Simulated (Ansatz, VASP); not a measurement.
## La: VASP beside Ansatz

```xyz
1
Lattice="-2.1238 2.1238 2.1238 2.1238 -2.1238 2.1238 2.1238 2.1238 -2.1238" Properties=species:S:1:pos:R:3 pbc="T T T"
La    0.0000    0.0000    0.0000
```

Alike in both runs: task electric field gradients; functional LDA; k mesh 11 × 11 × 11; occupations fermi-dirac, width 0.03 eV; no spin polarisation.

|  | VASP | Ansatz |
| --- | --- | --- |
| version | VASP 6.6.1 | Ansatz 0.2.0 |
| potentials or method | VASP PAW LDA potentials, release 64 (La) | PAW with Ansatz's default frozen-core files, scalar-relativistic |
| plane-wave cutoff (eV) | 520 | 420 |
| valence electrons in the cell | 11 | 11 |

|  | VASP | Ansatz | Ansatz less VASP |
| --- | --- | --- | --- |
| pressure (GPa) | -3.6 | -3.6 | +0.05 |
| Vzz of the field gradient on the site that differs most (V/Å²) | 0.0 | 0.0 | 0.00 |

Ansatz warned: «gradients_without_spin_orbit».

The runs have no spin-orbit coupling, so splittings on La are missing.
